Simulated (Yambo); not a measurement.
# SiC (Moissanite 3C) (F-43m) in Yambo: notebook, part 3 of 3

Yambo 5.3.0.

### Step 5. G0W0 quasiparticle levels, PBE (cell stretched)

Contents of g0w00.in:

```
gw0
dyson
el_el_corr
rim_cut
HF_and_locXC
ppa
em1d
RandQpts= 1000000
RandGvec= 50 RL
EXXRLvcs= 82 Ry
VXCRLvcs= 82 Ry
Chimod= "HARTREE"
% BndsRnXp
 1 | 124 |
%
NGsBlkXp= 12 Ry
% LongDrXp
 1 | 1 | 1 |
%
PPAPntXp= 27.21138 eV
% GbndRnge
 1 | 124 |
%
GTermKind= "BG"
DysSolver= "n"
ExtendOut
% QPkrange
 1 | 1 | 3 | 6 |
 13 | 13 | 3 | 6 |
%
```

Contents of scf.in:

```
&CONTROL
  calculation = 'scf'
  prefix = 'pwscf'
  outdir = './tmp'
  pseudo_dir = './pseudo'
/
&SYSTEM
  ibrav = 0
  nat = 2
  ntyp = 2
  ecutwfc = 82
  nbnd = 9
  occupations = 'smearing'
  smearing = 'fd'
  degauss = 0.00367493
  force_symmorphic = .true.
/
&ELECTRONS
  conv_thr = 4d-10
  electron_maxstep = 120
  mixing_beta = 0.5
/
ATOMIC_SPECIES
Si    28.0850 Si.upf
C     12.0110 C.upf
CELL_PARAMETERS angstrom
   0.0000000000    2.2076743409    2.2076743409
   2.2076743409    0.0000000000    2.2076743409
   2.2076743409    2.2076743409    0.0000000000
ATOMIC_POSITIONS crystal
Si     0.0000000000    0.0000000000    0.0000000000
C      0.7500000000    0.7500000000    0.7500000000
K_POINTS automatic
10 10 10 0 0 0
```

Contents of nscf.in:

```
&CONTROL
  calculation = 'nscf'
  prefix = 'pwscf'
  outdir = './tmp'
  pseudo_dir = './pseudo'
/
&SYSTEM
  ibrav = 0
  nat = 2
  ntyp = 2
  ecutwfc = 82
  nbnd = 124
  occupations = 'fixed'
  force_symmorphic = .true.
/
&ELECTRONS
  conv_thr = 1d-08
  diago_full_acc = .true.
  diago_thr_init = 1d-06
/
ATOMIC_SPECIES
Si    28.0850 Si.upf
C     12.0110 C.upf
CELL_PARAMETERS angstrom
   0.0000000000    2.2076743409    2.2076743409
   2.2076743409    0.0000000000    2.2076743409
   2.2076743409    2.2076743409    0.0000000000
ATOMIC_POSITIONS crystal
Si     0.0000000000    0.0000000000    0.0000000000
C      0.7500000000    0.7500000000    0.7500000000
K_POINTS automatic
6 6 6 0 0 0
```

Potentials or basis: PseudoDojo 0.4.1 SR PBE standard.

On the command line:

```sh
OMP_NUM_THREADS=1 pw.x -in scf.in > scf.out
OMP_NUM_THREADS=1 pw.x -in nscf.in > nscf.out
cd tmp/pwscf.save; p2y; mv SAVE ../..; cd ../..
OMP_NUM_THREADS=1 yambo
OMP_NUM_THREADS=1 yambo -F g0w00.in -J g0w00 -C g0w00_out
```

Yambo's report:

```text
[... sections 02.01 to 02.04 as in the set-up run ...]

  [02.05] Energies & Occupations
  ==============================

  [X] === General ===
  [X] Electronic Temperature                        :  0.000000  0.000000 [eV K]
  [X] Bosonic    Temperature                        :  0.000000  0.000000 [eV K]
  [X] Finite Temperature mode                       : no
  [X] El. density                                   :  0.37175E+24 [cm-3]
  [X] Fermi Level                                   :  9.008160 [eV]

  [X] === Gaps and Widths ===
  [X] Conduction Band Min                           :  1.396855 [eV]
  [X] Valence Band Max                              :  0.000000 [eV]
  [X] Filled Bands                                  :   4
  [X] Empty Bands                                   :    5  124
  [X] Direct Gap                                    :  4.510251 [eV]
  [X] Direct Gap localized at k                     :  13
  [X] Indirect Gap                                  :  1.396855 [eV]
  [X] Indirect Gap between kpts                     :   1  13
  [X] Last valence band width                       :  4.249380 [eV]
  [X] 1st conduction band width                     :  5.380057 [eV]

 [03] Transferred momenta grid and indexing
 ==========================================

 IBZ Q-points                                      :  16
 BZ  Q-points                                      :  216

[... 288 lines left out ...]
   B=6 Eo=  4.20 E=  4.43 E-Eo=  0.23 Re(Z)=0.82 Im(Z)=-0.104156E-2 nlXC= -5.99197 lXC= -10.6838 So= -4.41534

  [WR./g0w00//ndb.QP]-------------------------------------------------------------
   Lattice constants                                :  4.171900  4.171900  4.171900
   Coulomb cutoff potential                         : none
   Electronic Temperature                           :  0.000000 [K]
   Bosonic    Temperature                           :  0.000000 [K]
   Green`s function   energies                      : Perdew, Burke & Ernzerhof(X)+Perdew, Burke & Ernzerhof(C)
   wavefunctions                                    : Perdew, Burke & Ernzerhof(X)+Perdew, Burke & Ernzerhof(C)
   PPA    diel. fun.  energies                      : Perdew, Burke & Ernzerhof(X)+Perdew, Burke & Ernzerhof(C)
   wavefunctions                                    : Perdew, Burke & Ernzerhof(X)+Perdew, Burke & Ernzerhof(C)
   QP tot states                                    :   8
   GW solver                                        : Newton
   GW approximation                                 : PPA
   PPA imaginary Energy                             :  27.21138 ev
   RIM G`s                                          :   51
   RIM random pts                                   :  1000000
   dS/dw steps                                      :  2
   dS/dw step                                       :  0.100000 ev
   X G`s                                            :  137 used
   X G`s                                            :  137 disk
   X bands                                          :    1  124
   X poles                                          :  100.0000 o/o
   X e/h E range                                    : -1.000000 -1.000000 ev
   X Hxc Kernel                                     : HARTREE
   X BZ energy Double Grid                          : no
   X Optical Averaged directions                    : none
   Sc/G bands                                       :    1  124
   Sc/G damping                                     :  0.100000 ev
   Sc bands terminator                              : yes
   Sc terminator kind                               : BG
   Sc Terminator pole                               :  40.81708
   Sx RL components                                 :  1893

   QP @ state[ 1 ] K range                          :  1  1
   QP @ state[ 1 ] b range                          :   3   6
   QP @ state[ 2 ] K range                          :  13  13
   QP @ state[ 2 ] b range                          :   3   6
   GF energies kind                                 : Perdew, Burke & Ernzerhof(X)+Perdew, Burke & Ernzerhof(C)
   GF WF`s kind                                     : Perdew, Burke & Ernzerhof(X)+Perdew, Burke & Ernzerhof(C)
   Xs energies kind                                 : Perdew, Burke & Ernzerhof(X)+Perdew, Burke & Ernzerhof(C)
   Xs WF`s kind                                     : Perdew, Burke & Ernzerhof(X)+Perdew, Burke & Ernzerhof(C)
```

r_setup:

```text
[02] CORE Variables Setup
 =========================

  [02.01] Unit cells
  ==================

  Cell kind             :  FCC
  Atoms in the cell     :  Si  C
  number of Si atoms    :  1
  number of C  atoms    :  1
[... 269 lines left out ...]

  [03.01] X indexes
  =================

   [03.01.01] Sigma indexes
   ========================

   [WR./SAVE//ndb.kindx]-----------------------------------------------------------
    Fragmentation                                    : no
    Polarization last K ( bz)                        :  216
    Polarization last K (ibz)                        :  16
    QP states                                        :   1  16
    X grid is uniform                                : yes
    Grids (string)                                   :  X S
    Grids (int-vector)                               :  1  0  0  1
```

o-g0w00.qp:

```text
# GW solver                                       : Newton
# GW approximation                                : PPA
# PPA imaginary Energy                            :   27.2113800    [ev]
[... 39 lines left out ...]
        13                  5                 1.396855           1.450509           0.053655          -10.36204          -6.328069          -3.968585          -3.980320          -5.942911           0.820749          -0.001050          -11.01057           59.77998
        13                  6                 4.199007           4.426387           0.227380          -10.68385          -5.991969          -4.415335          -4.464497          -5.881035           0.822283          -0.001042          -12.66274           51.98021
#
```

Run time: 6.4 min. Hardware: 1 thread of Arm Neoverse V2, shared host; peak memory 0.48 GiB.

What came out:

- Band gap on the k mesh, mean-field level: 1.40 eV, indirect (least direct gap 4.51 eV)
- Quasiparticle gap: 2.15 eV
- Least direct quasiparticle gap: 5.55 eV
- Quasiparticle gap at Γ: 6.69 eV
- Band gap of the same states before the correction: 1.40 eV

Quasiparticle terms (eV):
```
                k point  band  Kohn-Sham level     Vxc      Σx     Σc     Z  result
  (0.000, 0.000, 0.000)     3             0.00  -14.80  -17.36   1.68  0.79   -0.70
  (0.000, 0.000, 0.000)     4             0.00  -14.80  -17.36   1.68  0.79   -0.70
  (0.000, 0.000, 0.000)     5             5.77  -13.16   -7.68  -5.20  0.79    5.99
  (0.000, 0.000, 0.000)     6             7.05  -11.22   -5.84  -5.12  0.81    7.25
(0.000, -0.500, -0.500)     3            -3.11  -13.43  -17.23   2.54  0.78   -4.10
(0.000, -0.500, -0.500)     4            -3.11  -13.43  -17.23   2.53  0.78   -4.10
(0.000, -0.500, -0.500)     5             1.40  -10.36   -6.33  -3.97  0.82    1.45
(0.000, -0.500, -0.500)     6             4.20  -10.68   -5.99  -4.42  0.82    4.43
```

Caveat: this version prints the column dSc/dw multiplied by 27.2; the terminator is approximate in this version, by hundredths of an eV.

### Step 6. Optical spectrum, PBE (cell stretched)

Contents of optics1.in:

```
optics
chi
Chimod= "HARTREE"
% BndsRnXd
 1 | 29 |
%
NGsBlkXd= 3 Ry
% LongDrXd
 1 | 0 | 0 |
%
% QpntsRXd
 1 | 1 |
%
% EnRngeXd
 0 | 20 | eV
%
% DmRngeXd
 0.1 | 0.1 | eV
%
ETStpsXd= 200
```

scf.in is that of step 5.

nscf.in is that of step 5.

Potentials or basis: PseudoDojo 0.4.1 SR PBE standard.

On the command line:

```sh
OMP_NUM_THREADS=1 pw.x -in scf.in > scf.out
OMP_NUM_THREADS=1 pw.x -in nscf.in > nscf.out
cd tmp/pwscf.save; p2y; mv SAVE ../..; cd ../..
OMP_NUM_THREADS=1 yambo
OMP_NUM_THREADS=1 yambo -F optics1.in -J optics1 -C optics1_out
```

Yambo's report:

```text
[... sections 02.01 to 02.04 as in the set-up run ...]

  [02.05] Energies & Occupations
  ==============================

  [X] === General ===
  [X] Electronic Temperature                        :  0.000000  0.000000 [eV K]
  [X] Bosonic    Temperature                        :  0.000000  0.000000 [eV K]
  [X] Finite Temperature mode                       : no
  [X] El. density                                   :  0.37175E+24 [cm-3]
  [X] Fermi Level                                   :  9.008160 [eV]

  [X] === Gaps and Widths ===
  [X] Conduction Band Min                           :  1.396855 [eV]
  [X] Valence Band Max                              :  0.000000 [eV]
  [X] Filled Bands                                  :   4
  [X] Empty Bands                                   :    5  124
  [X] Direct Gap                                    :  4.510251 [eV]
  [X] Direct Gap localized at k                     :  13
  [X] Indirect Gap                                  :  1.396855 [eV]
  [X] Indirect Gap between kpts                     :   1  13
  [X] Last valence band width                       :  4.249380 [eV]
  [X] 1st conduction band width                     :  5.380057 [eV]

 [03] Transferred momenta grid and indexing
 ==========================================

 IBZ Q-points                                      :  16
 BZ  Q-points                                      :  216

 K/Q-points units:
 rlu = crystal or reduced units; cc = cartesian coordinates; iku = interal k-units

 Q [ 1]         [rlu]:  0.000000  0.000000  0.000000
 Q [ 2]         [rlu]: -0.65691E-17 -0.65691E-17  0.16667
 Q [ 3]         [rlu]: -0.13138E-16 -0.13138E-16  0.33333
 Q [ 4]         [rlu]:  0.10544E-17  0.10544E-17 -0.50000
 Q [ 5]         [rlu]: -0.23348E-16  0.16667      0.16667
 Q [ 6]         [rlu]: -0.65691E-17  0.16667      0.33333
 Q [ 7]         [rlu]:  0.33270E-16  0.16667      0.50000
 Q [ 8]         [rlu]:  0.10544E-17  0.16667     -0.33333
 Q [ 9]         [rlu]:  0.13138E-16  0.16667     -0.16667
 Q [10]         [rlu]: -0.46695E-16  0.33333      0.33333
 Q [11]         [rlu]: -0.11344E-16  0.33333      0.50000
 Q [12]         [rlu]:  0.26276E-16  0.33333     -0.33333
 Q [13]         [rlu]:  0.14756E-16 -0.50000     -0.50000
 Q [14]         [rlu]:  0.166667  0.333333  0.500000
 Q [15]         [rlu]:  0.166667  0.333333 -0.333333
 Q [16]         [rlu]:  0.166667 -0.500000 -0.333333

 [WARNING] [Xd] User bands 1-29 break level degeneracy

 [04] Dipoles
 ============

  [04.01] Setup: observables and procedures
  =========================================

  [WF-Oscillators/G space/Transverse up loader] Normalization (few states)  min/max  :  0.51577E-16   1.0000

  [WR./optics1//ndb.dipoles]------------------------------------------------------
   Brillouin Zone Q/K grids (IBZ/BZ)                :   16  216   16  216
   RL vectors                                       :  2421 [WF]
   Fragmentation                                    : yes
   Electronic Temperature                           :  0.000000 [K]
   Bosonic    Temperature                           :  0.000000 [K]
   DIP band range                                   :   1  29
   DIP band range limits                            :   4   5
   DIP e/h energy range                             : -1.000000 -1.000000 [eV]
   RL vectors in the sum                            :  2421
   [r,Vnl] included                                 : yes
   Bands ordered                                    : yes
   Direct v evaluation                              : no
   Approach used                                    : G-space v
   Dipoles computed                                 : R V P [G-space]
   Wavefunctions                                    : Perdew, Burke & Ernzerhof(X)+Perdew, Burke & Ernzerhof(C)

  [WARNING] [r,Vnl^pseudo] included in position and velocity dipoles.

  [WARNING] In case H contains other non local terms, these are neglected

 [05] Optics
 ===========

 [X-CG] R(p) Tot o/o(of R):   1246  21600    100
```

Run time: 44 s. Hardware: 1 thread of Arm Neoverse V2, shared host; peak memory 0.29 GiB.

Results:

```yaml
Band_gap_on_the_k_mesh_mean-field_level: 1.40 eV, indirect (least direct gap 4.51 eV)
Electronic_dielectric_constant_along_the_field: 7.35
Electronic_dielectric_constant_along_the_field_independent_particles: 7.86
```

Dielectric function (along the field direction of the input):
| energy (eV) | real part | imaginary part |
| --- | --- | --- |
| 0.30 | 7.36 | 0.09 |
| 0.90 | 7.46 | 0.09 |
| 1.61 | 7.73 | 0.11 |
| 2.31 | 8.20 | 0.13 |
| 3.02 | 9.00 | 0.19 |
| 3.62 | 10.19 | 0.30 |
| 4.32 | 13.65 | 1.39 |
| 5.03 | 18.40 | 3.66 |
| 5.73 | 13.87 | 7.53 |
| 6.33 | 15.71 | 25.24 |
| 7.04 | -3.09 | 7.87 |
| 7.74 | -1.45 | 6.77 |
| 8.44 | -5.71 | 6.55 |
| 9.05 | -1.32 | 6.77 |
| 9.75 | -1.32 | 4.06 |
| 10.45 | 0.27 | 8.78 |
| 11.16 | -3.05 | 5.98 |
| 11.76 | -5.77 | 3.03 |
| 12.46 | -2.95 | 2.08 |
| 13.17 | -2.16 | 2.23 |
| 13.87 | -1.51 | 0.59 |
| 14.47 | -1.32 | 1.34 |
| 15.18 | -1.11 | 1.42 |
| 15.88 | -0.86 | 0.75 |
| 16.58 | -0.95 | 0.73 |
| 17.19 | -1.06 | 0.74 |
| 17.89 | -0.70 | 0.47 |
| 18.59 | -0.54 | 0.44 |
| 19.30 | -0.35 | 0.19 |
| 20.00 | -0.15 | 0.36 |

Caveat: spectra need much finer meshes, so this one isn't converged; these spectra lack excitons. A k mesh can miss the band edges.

### Step 7. Summary

| task | cell | random integration of the Coulomb term | direction of the field or of q to 0 | states corrected | frequency dependence of W | terminator of the band sum in the self-energy | gap on the mesh (eV) |
| --- | --- | --- | --- | --- | --- | --- | --- |
| G0W0 quasiparticle levels | as given | yes | x + y + z | Γ and the k points of the band edges | plasmon pole | Bruneval-Gonze | - |
| optical spectrum | as given | - | x | - | - | - | 1.36 |
| optical spectrum by the Bethe-Salpeter equation | as given | yes | x | - | - | - | - |
| G0W0 quasiparticle levels | cell stretched | yes | x + y + z | Γ and the k points of the band edges | plasmon pole | Bruneval-Gonze | - |
| optical spectrum | cell stretched | - | x | - | - | - | 1.40 |

Alike in all rows: level PBE; potentials or basis PseudoDojo 0.4.1 SR PBE standard; no spin polarisation; k mesh 6 × 6 × 6; cutoff (eV) 1116; smearing fixed.

Caveats: spectra need much finer meshes, so this one isn't converged (some runs); this version prints the column dSc/dw multiplied by 27.2 (some runs); the terminator is approximate in this version, by hundredths of an eV (some runs); these spectra lack excitons (some runs); the scissor is the correction of the direct gap in an earlier G0W0 run on the same states (some runs); exciton energies and binding change strongly with the k mesh and aren't converged on this one (some runs).

Absolute energies hang on the potentials; compare differences alone.

### Step 8. Comparison with measurements

Step 2. Against the measured gap of SiC, 2.4 eV (indirect; quoted in “Insight into the structural, elastic and electronic properties of a new orthorhombic 6O-SiC polytype”, 2020, pmc:7200658), the calculated 2.15 eV is off by -0.25 eV. The value is that of G0W0 on PBE, without temperature or zero-point motion.

Step 3. A measured gap of SiC is 2.4 eV (indirect; quoted in “Insight into the structural, elastic and electronic properties of a new orthorhombic 6O-SiC polytype”, 2020, pmc:7200658); the calculated 1.36 eV misses it by -1.04 eV. The value is that of PBE on a finite k mesh, which can miss the band edges, without temperature or zero-point motion. Semilocal functionals fall short of measured gaps as a rule.

Step 4. Against the measured gap of SiC, 2.4 eV (indirect; quoted in “Insight into the structural, elastic and electronic properties of a new orthorhombic 6O-SiC polytype”, 2020, pmc:7200658), the calculated 1.36 eV is off by -1.04 eV. The value is that of PBE on a finite k mesh, which can miss the band edges, without temperature or zero-point motion. Semilocal functionals fall short of measured gaps as a rule.
